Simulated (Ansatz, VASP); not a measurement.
## One calculation of InSb, two programs

```xyz
2
Lattice="0.0000 3.2250 3.2250 3.2250 0.0000 3.2250 3.2250 3.2250 0.0000" Properties=species:S:1:pos:R:3 pbc="T T T"
In    0.0000    0.0000    0.0000
Sb    4.8374    4.8374    4.8374
```

Alike in both runs: functional LDA; k mesh 12 × 12 × 12; occupations gaussian, width 0.1 eV; no spin polarisation.

Ansatz relaxed the structure, and its values are those at the end. VASP's run is a single point on that final structure, the one shown.

```csv
,VASP,Ansatz
version,VASP 6.6.1,Ansatz 0.2.0
potentials or method,"VASP PAW LDA potentials, release 64 (In_d, Sb)","scalar-relativistic, plane waves, PAW"
plane-wave cutoff (eV),520,420
valence electrons in the cell,18,28
```

|  | VASP | Ansatz | Ansatz less VASP |
| --- | --- | --- | --- |
| gap on the k mesh at the Fermi level (eV) | none | none | - |
| pressure (GPa) | 0.1 | 0.0 | -0.08 |

A gap of «none» marks a metal or a gap that the smearing closes. The two sets of potentials don't hold the same shells in valence. Ansatz warned: «pseudo_functional_mismatch».

Caveats: this crystal is a semiconductor, whose small gap the functional closes, so the metal is an error of the method. The runs have no spin-orbit coupling, so splittings on Sb are missing.
